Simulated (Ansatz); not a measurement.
A series in volume scale on CuO

Results calculated with Ansatz 0.2.0, not measured. Periodic Kohn-Sham DFT of a crystal at fixed atoms, scaled to volume_scale times the given cell; pressure positive in compression, energy less spherical unpolarised free atoms, largest_vzz the field gradient of largest size among the nuclei.

The cell before it is scaled or strained (space group Pm-3m, No. 221):
```
CuO
1.0
      2.6368     0.0000     0.0000
      0.0000     2.6368     0.0000
      0.0000     0.0000     2.6368
Cu O
1 1
Direct
  0.00000 0.00000 0.00000
  0.50000 0.50000 0.50000
```

Settings of every row: method frozen-core PAW; functional PBE; relativity scalar; k mesh 12x12x12; filling fermi-dirac; smearing width 0.08 eV; wave cutoff 420 eV; paw set soft_2.

Atom start moment: 0 on all atoms.

Limits: the cell comes from a prototype or a list of computed structures and needn't be the stable phase.

```csv
row,volume scale,V (Å³/atom),pressure (GPa)
1,0.9405,8.621,12.157
2,0.98,8.983,3.632
3,1,9.167,0.003
4,1.02,9.35,?
5,1.06,9.716,-8.671
```

Question: what pressure should row 4 give?

Worked fit of pressure. Take u = (V_r/V)^(2/3) − 1 with V_r = 9.075 Å³ an atom, which is twice the finite (Eulerian) strain; such expansions in the strain, on which the Birch-Murnaghan equation of state is built, carry the rest volume and the bulk modulus. The shown rows have u = 0.03481, 0.00682, -0.0067, -0.04448. Least squares give pressure = 1.7651 + 270.407 × u + 805.41 × u² GPa; a straight line predicts inner rows, each left out in turn, worse (root mean square 0.82 against 0.029 GPa). The rows lie off it by 0.003, -0.015, 0.013, -0.002 (root mean square 0.01 GPa). The pressure vanishes at u = -0.0067, or V = 9.166 Å³ an atom, and there the bulk modulus at fixed shape and fractions is B = −V dP/dV = (2/3)(1 + u) dP/du = 172 GPa. The withheld row has u = -0.01971, so the fit gives 1.7651 + 270.407 × (-0.01971) + 805.41 × (-0.01971)² = -3.252 GPa.

The calculation gave -3.234 GPa. The fit lies 0.018 GPa (0.086 % of the column's range) below it; its largest miss of a shown row is 0.015 GPa.
